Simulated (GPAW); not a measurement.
# NaF (Villiaumite) (Fm-3m) in GPAW: equation of state

How stiff is NaF (Villiaumite) in PBE, and what volume does it want? The cell is scaled to several volumes.

Everything below comes from runs of GPAW 26.7.0. Logs are shortened: lines on timing, memory, paths and dates and some standing lists are left out, and cuts for length are marked. The log counts tension as positive stress, the text compression.

### Step 1. The crystal as given

It takes space group Fm-3m (No. 225, cubic). The conventional cell has a = 4.640 Å, b = 4.640 Å, c = 4.640 Å, α = 90.00°, β = 90.00°, γ = 90.00°. Around Na (site symmetry m-3m) lie 6 F at 2.32 Å. F (site symmetry m-3m) is surrounded by 6 Na at 2.32 Å.

### Step 2. Equation of state, PBE

Input file run.py:

```python
from ase.eos import EquationOfState
from ase.io import Trajectory, read
from ase.units import GPa
from gpaw import GPAW, PW

atoms = read('NaF.xyz')

traj = Trajectory('eos.traj', 'w')
volumes, energies = [], []
for x in [0.94, 0.96, 0.98, 1.0, 1.02, 1.04, 1.06]:
    a = atoms.copy()
    a.set_cell(atoms.cell * x**(1 / 3), scale_atoms=True)
    calc = GPAW(mode=PW(800),
                xc='PBE',
                kpts={'size': (10, 10, 10), 'gamma': True},
                occupations={'name': 'fermi-dirac', 'width': 0.05},
                nbands=15,
                convergence={'density': 1e-05, 'energy': 1e-05},
                maxiter=150,
                txt=f'eos-{x:.2f}.txt')
    a.calc = calc
    energies.append(a.get_potential_energy(force_consistent=True))
    volumes.append(a.get_volume())
    p = -a.get_stress()[:3].mean() / GPa
    calc.write(f'eos-{x:.2f}.gpw')
    traj.write(a)
    print(f'{x:.2f} {volumes[-1]:10.4f} A^3 {energies[-1]:14.6f} eV {p:9.3f} GPa', flush=True)

v0, e0, B = EquationOfState(volumes, energies, eos='birchmurnaghan').fit()
print(f'V0 = {v0:.4f} A^3, E0 = {e0:.6f} eV, B0 = {B / GPa:.2f} GPa')
```

Input file NaF.xyz:

```xyz
2
Lattice="0.0000000000 2.3200000000 2.3200000000 2.3200000000 0.0000000000 2.3200000000 2.3200000000 2.3200000000 0.0000000000" Properties=species:S:1:pos:R:3 pbc="T T T"
Na     0.0000000000      0.0000000000      0.0000000000
F      2.3200000000      2.3200000000      2.3200000000
```

Potentials or basis: GPAW PAW data sets (gpaw-data 1.2.1), pw.

On the command line:

```console
> OMP_NUM_THREADS=1 python run.py
```

The program printed:

```text
__  _  _
 | _ |_)|_||  |
 |__||  | ||/\| - 26.7.0

Input parameters:
  mode=PW(ecut=800.0),
  convergence={'density': 1e-05, 'energy': 1e-05},
  kpts=MonkhorstPack(size=(10, 10, 10), gamma=True),
  maxiter=150,
  nbands=15,
  occupations=Occupations(name='fermi-dirac', width=0.05),
  xc=XC(name='PBE')

Diagonalizing LCAO Hamiltonian
Converting LCAO to pw mode

              F

       Na

Atoms  # Å, Bohr magnetons
|   | symbol |        x |        y |        z |    initial magnetic moments |
|---|--------|----------|----------|----------|-----------------------------|
| 0 |     Na | 0.000000 | 0.000000 | 0.000000 | ( 0.0000,  0.0000,  0.0000) |
| 1 |      F | 2.272640 | 2.272640 | 2.272640 | ( 0.0000,  0.0000,  0.0000) |

Unit cell  # Å
| periodic |        x |        y |        z |  lengths |    angles |
|----------|----------|----------|----------|----------|-----------|
|      yes | 0.000000 | 2.272640 | 2.272640 | 3.213998 | 60.000000 |
|      yes | 2.272640 | 0.000000 | 2.272640 | 3.213998 | 60.000000 |
|      yes | 2.272640 | 2.272640 | 0.000000 | 3.213998 | 60.000000 |

Number of symmetries: 48
Symmetry operations  # r_c * U_cc + t_c -> r_c
|    | kind |            matrix            |
|----|------|------------------------------|
|  0 |  σ   |  1, 0, 0,  1, 0,-1,  1,-1, 0 |
|  1 |  C2  |  1, 0, 0,  1,-1, 0,  1, 0,-1 |
|  2 |  E   |  1, 0, 0,  0, 1, 0,  0, 0, 1 |
|  3 |  σ   |  1, 0, 0,  0, 0, 1,  0, 1, 0 |
|  4 |  C4  |  1, 0,-1,  1, 0, 0,  1,-1, 0 |
|  5 |  S6  |  1, 0,-1,  1,-1, 0,  1, 0, 0 |
|  6 |  σ   |  1, 0,-1,  0, 1,-1,  0, 0,-1 |
|  7 |  C3  |  1, 0,-1,  0, 0,-1,  0, 1,-1 |
|  8 |  S6  |  1,-1, 0,  1, 0, 0,  1, 0,-1 |
|  9 |  C4  |  1,-1, 0,  1, 0,-1,  1, 0, 0 |
| 10 |  C3  |  1,-1, 0,  0,-1, 1,  0,-1, 0 |
| 11 |  σ   |  1,-1, 0,  0,-1, 0,  0,-1, 1 |
| 12 |  σ   |  0, 1, 0,  1, 0, 0,  0, 0, 1 |
| 13 |  C4  |  0, 1, 0,  0, 1,-1, -1, 1, 0 |
| 14 |  C3  |  0, 1, 0,  0, 0, 1,  1, 0, 0 |
| 15 |  S6  |  0, 1, 0, -1, 1, 0,  0, 1,-1 |
| 16 |  C2  |  0, 1,-1,  1, 0,-1,  0, 0,-1 |
| 17 |  σ   |  0, 1,-1,  0, 1, 0, -1, 1, 0 |
| 18 |  S4  |  0, 1,-1,  0, 0,-1,  1, 0,-1 |
| 19 |  C4  |  0, 1,-1, -1, 1, 0,  0, 1, 0 |
| 20 |  C3  |  0, 0, 1,  1, 0, 0,  0, 1, 0 |
| 21 |  σ   |  0, 0, 1,  0, 1, 0,  1, 0, 0 |
| 22 |  S6  |  0, 0, 1,  0,-1, 1, -1, 0, 1 |
| 23 |  C4  |  0, 0, 1, -1, 0, 1,  0,-1, 1 |
| 24 |  S4  |  0, 0,-1,  1, 0,-1,  0, 1,-1 |
| 25 |  C3  |  0, 0,-1,  0, 1,-1,  1, 0,-1 |
| 26 |  C2  |  0, 0,-1,  0,-1, 0, -1, 0, 0 |
| 27 |  S6  |  0, 0,-1, -1, 0, 0,  0,-1, 0 |
| 28 |  S4  |  0,-1, 1,  1,-1, 0,  0,-1, 0 |
| 29 |  C4  |  0,-1, 1,  0, 0, 1, -1, 0, 1 |
| 30 |  C2  |  0,-1, 1,  0,-1, 0,  1,-1, 0 |
| 31 |  σ   |  0,-1, 1, -1, 0, 1,  0, 0, 1 |
| 32 |  C3  |  0,-1, 0,  1,-1, 0,  0,-1, 1 |
| 33 |  S6  |  0,-1, 0,  0, 0,-1, -1, 0, 0 |
| 34 |  S4  |  0,-1, 0,  0,-1, 1,  1,-1, 0 |
| 35 |  C2  |  0,-1, 0, -1, 0, 0,  0, 0,-1 |
| 36 |  C2  | -1, 1, 0,  0, 1, 0,  0, 1,-1 |
| 37 |  S6  | -1, 1, 0,  0, 1,-1,  0, 1, 0 |
| 38 |  S4  | -1, 1, 0, -1, 0, 1, -1, 0, 0 |
| 39 |  C3  | -1, 1, 0, -1, 0, 0, -1, 0, 1 |
| 40 |  S6  | -1, 0, 1,  0, 0, 1,  0,-1, 1 |
| 41 |  C2  | -1, 0, 1,  0,-1, 1,  0, 0, 1 |
| 42 |  C3  | -1, 0, 1, -1, 1, 0, -1, 0, 0 |
| 43 |  S4  | -1, 0, 1, -1, 0, 0, -1, 1, 0 |
| 44 |  C2  | -1, 0, 0,  0, 0,-1,  0,-1, 0 |
| 45 |  i   | -1, 0, 0,  0,-1, 0,  0, 0,-1 |
| 46 |  σ   | -1, 0, 0, -1, 1, 0, -1, 0, 1 |
| 47 |  C2  | -1, 0, 0, -1, 0, 1, -1, 1, 0 |

BZ-sampling:
  Number of BZ points: 1000
  Number of IBZ points: 47

  Monkhorst-Pack size: [10, 10, 10]
  Monkhorst-Pack shift: [0.05, 0.05, 0.05]

K-points  # in reciprocal-cell coordinates
|     |                                coordinates |     weight |
|-----|--------------------------------------------|------------|
|   0 | (  0.00000000,   0.00000000,   0.00000000) | 0.00100000 |
|   1 | (  0.10000000,   0.10000000,   0.00000000) | 0.00600000 |
|   2 | (  0.10000000,   0.10000000,   0.10000000) | 0.00800000 |
|   3 | (  0.20000000,   0.10000000,   0.10000000) | 0.01200000 |
|   4 | (  0.20000000,   0.20000000,   0.00000000) | 0.00600000 |
|   5 | (  0.20000000,   0.20000000,   0.10000000) | 0.02400000 |
|   6 | (  0.20000000,   0.20000000,   0.20000000) | 0.00800000 |
|   7 | (  0.30000000,   0.20000000,   0.10000000) | 0.02400000 |
|   8 | (  0.30000000,   0.20000000,   0.20000000) | 0.02400000 |
|   9 | (  0.30000000,   0.30000000,   0.00000000) | 0.00600000 |
| ... |                                            |            |
|  46 | (  0.50000000,   0.50000000,   0.50000000) | 0.00400000 |

Plane wave coefficients: 1243
Cutoff: 800.0 eV

Spin-components: 1 (collinear spins)
Bands:           15
Projectors:      10
Spin-degeneracy: 2
Datatype:        complex128

Density:
  Valence electrons: 14.0
  Components: 1
  Grid points: [21 21 21]
  Charge: 0.0  # |e|

Potential:
  Grid points: [21 21 21]

species:
  Na:
    name:    Sodium
    Z:       11.0
    valence: 7
    core:    4
    charge:  0.0  # [|e|]
    compensation charges:
      type: gauss
      rc: 0.37  # [Å]
      lmax: 2
    cutoffs:
      filter: 2.17  # [Å]
      core: 2.59  # [Å]
    projectors
    | kind |    occ | energy [eV] | rcut [Å] |
    |------|--------|-------------|----------|
    |   3s |  1.000 |      -2.744 |    1.201 |
    |   2p |  6.000 |     -28.672 |    1.217 |
    |   3p |  0.000 |      -0.743 |    1.217 |
    |    s |        |      24.468 |    1.201 |
    |    d |        |       0.000 |    1.238 |

    Using partial waves for Na as LCAO basis

  F:
    name:    Fluorine
    Z:       9.0
    valence: 7
    core:    2
    charge:  0.0  # [|e|]
    compensation charges:
      type: gauss
      rc: 0.20  # [Å]
      lmax: 2
    cutoffs:
      filter: 1.14  # [Å]
      core: 0.74  # [Å]
    projectors
    | kind |    occ | energy [eV] | rcut [Å] |
    |------|--------|-------------|----------|
    |   2s |  2.000 |     -29.898 |    0.635 |
    |   2p |  5.000 |     -11.110 |    0.635 |
    |    s |        |      -2.687 |    0.635 |
    |    p |        |      16.102 |    0.635 |
    |    d |        |       0.000 |    0.635 |

    Using partial waves for F as LCAO basis

Reference energy: -7132.691283  # eV

eigensolver:
  PPCG
  Converge bands: occupied
  niter=2

density mixing:
  MSR1-Mixer
  Pratt-step length: 0.05
  Maximum mixing coefficient: 0.75
  Old densities: 10
  SVD Regularization: 0.005
  Good broyden scale: 1.0
  Trust region scale: 1.0
  Backstep threshold: 4.0
  History deletion threshold: 6.0
  Fourier metric: weight=20.0, sigma=0.015

occupation numbers:
  Fermi-Dirac:
    width: 0.0500  # eV

poisson solver:
  ecut: 6400.0  # eV

xc functional:
  name: PBE with 2 nearest neighbor stencil

convergence criteria:
- Maximum integral of absolute [dens]ity change: 1e-05 electrons / valence electron
- Maximum [total energy] change in last 3 cyles: 1e-05 eV / valence electron
- Maximum integral of absolute [eigenst]ate change: 4e-08 eV^2 / valence electron
maximum number of iterations: 150

SCF iterations
|iter     | |      energy | eigst |  dens |
|---------|-|-------------|-------|-------|
|iter:   1| |   -8.953330 | -0.57 |       |
|iter:   2| |   -8.832522 | -2.67 | -1.17 |
|iter:   3| |   -8.493805 | -1.13 | -1.22 |
|iter:   4| |   -8.497679 | -3.75 | -1.62 |
|iter:   5| |   -8.502479 | -3.50 | -1.90 |
|iter:   6| |   -8.502565 | -5.27 | -2.95 |
|iter:   7| |   -8.502596c| -5.74 | -3.31 |
|iter:   8| |   -8.502597c| -7.58c| -4.24 |
|iter:   9| |   -8.502597c| -7.81c| -5.01c|

Converged in 9 steps
Energy contributions relative to reference atoms: (reference = -7132.691283)

Energy contributions:
  Kinetic:          13.918810
  Coulomb:         -12.618474
  Zero:              0.040833
  External:          0.000000
  Xc:               -9.843766
  Entropy:          -0.000000
  Spinorbit:         0.000000
  ----------------------------
  Free energy:      -8.502597
  Extrapolated:     -8.502597

dipole moment: (-4.226815, -4.226815, -4.226815)  # |e|*Ang

Fermi level: 0.629
Eigenvalues  # (at kpt = [0.000, 0.000, 0.000])
| band index |      eig [eV] | occ [0-2] |
|------------|---------------|-----------|
|          0 |       -20.735 |     2.000 |
|          1 |       -20.176 |     2.000 |
|          2 |       -20.176 |     2.000 |
|          3 |       -20.176 |     2.000 |
|          4 |        -1.453 |     2.000 |
|          5 |        -1.453 |     2.000 |
|          6 |        -1.453 |     2.000 |
|          7 |         5.206 |     0.000 |
|          8 |        17.990 |     0.000 |
|          9 |        17.990 |     0.000 |
|         10 |        17.990 |     0.000 |
|         11 |        20.963 |     0.000 |
|         12 |        23.237 |     0.000 |
|         13 |        23.237 |     0.000 |
|         14 |        27.098 |     0.000 |

Gap: 6.659 eV
Transition (v -> c):
  (s=0, k=0, n=6, [0.00, 0.00, 0.00]) -> (s=0, k=0, n=7, [0.00, 0.00, 0.00])
No difference between direct/indirect transitions

Stress tensor  # eV/Ang^3
|         x |         y |         z |
|-----------|-----------|-----------|
| -0.028062 |  0.000000 |  0.000000 |
|  0.000000 | -0.028062 |  0.000000 |
|  0.000000 |  0.000000 | -0.028062 |

# Writing to eos-0.94.gpw (mode='')
```

Run time: 1.9 min. Hardware: 1 thread of Arm Neoverse V2, shared host; peak memory 0.26 GiB.

What came out:

* Equilibrium volume: 12.99 Å³/atom
* Bulk modulus: 47 GPa
* Pressure derivative of the bulk modulus: 3.5 (rough: it moves with the points fitted)

Energy against volume, from the lowest point:
```tsv
volume (Å³/atom)	energy (meV/atom)
11.738	20.60
11.988	12.79
12.237	6.96
12.487	3.00
12.737	0.71
12.987	0.00
13.236	0.66
```

PBE usually gives volumes a little too large and moduli too small. Zero-point motion and thermal expansion aren't in these numbers.
